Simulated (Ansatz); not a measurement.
Base system: KBr in the rock salt structure (space group Fm-3m, No. 225; a = 6.6088 Å).

Levels (all Ansatz, a first-principles code, PAW): r2SCAN (500 eV, without spin-orbit coupling); HSE06 (420 eV, spin-orbit coupling left out).

The geometry is relaxed with r2SCAN.

```
Property           Value
---------------  -------
r2SCAN band gap  5.07 eV
```

Question: What does HSE06 give at this geometry for the band gap?

Answer: The band gap goes up by 0.52 eV to 5.59 eV.

Single points use the geometry relaxed with r2SCAN. No phonon test of stability was made.
